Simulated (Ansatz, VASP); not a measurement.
# As: VASP beside Ansatz

Contents of INCAR:

```
SYSTEM = As
  ALGO = Normal
  EDIFF = 1E-6
  ENCUT = 520
  GGA = PS
  ISIF = 2
  ISMEAR = -1
  LASPH = .TRUE.
  LCHARG = .FALSE.
  LREAL = .FALSE.
  LWAVE = .FALSE.
  NBANDS = 8
  NELM = 80
  PREC = Accurate
  SIGMA = 0.1
```

Contents of KPOINTS:

```
k-points
0
G
  15 15 15
  0 0 0
```

POSCAR

```
As
1.0
   -1.7187099325      1.7187099325      1.7187099325
    1.7187099325     -1.7187099325      1.7187099325
    1.7187099325      1.7187099325     -1.7187099325
As
1
Direct
    0.0000000000      0.0000000000      0.0000000000
```

Input for Ansatz:

```yaml
crystal:
  lattice:
    - [-1.7187099325, 1.7187099325, 1.7187099325]
    - [1.7187099325, -1.7187099325, 1.7187099325]
    - [1.7187099325, 1.7187099325, -1.7187099325]
  atoms:
    - { symbol: As, position: [0.0, 0.0, 0.0] }
hamiltonian:
  xc: pbesol
  pseudopotentials:
    kind: paw
    azcp:
      As: "pseudopotentials/As.paw.azcp"
basis:
  ecutwfc: 420
  fft_grid_basis: typed
kpoints:
  mp_grid: { grid: [15, 15, 15], shift: [0, 0, 0] }
magnetization:
  spin_polarized: false
scf:
  occupations: { method: fermi_dirac, width: 0.1 }
  lower_state_search: "off"
output:
  stress: true
```

Alike in both runs: task single point; functional PBEsol; k mesh 15 × 15 × 15; occupations fermi-dirac, width 0.1 eV; no spin polarisation.

|  | VASP | Ansatz |
| --- | --- | --- |
| version | VASP 6.6.1 | Ansatz 0.2.0 |
| potentials or method | VASP PAW PBE potentials, release 64 (As) | plane waves (420 eV) with PAW, scalar-relativistic |
| plane-wave cutoff (eV) | 520 | 420 |
| valence electrons in the cell | 5 | 15 |

Ansatz gave:

| Item | Value |
| --- | --- |
| pressure (GPa) | -8.1 |

Q: What did VASP give for the same quantities?

A: Pressure (GPa): -8.0.

The two sets of potentials don't hold the same shells in valence. Ansatz warned: «pseudo_functional_mismatch».

Caveats: the PAW data sets were made with another functional, which shifts forces and pressure a little (VASP).
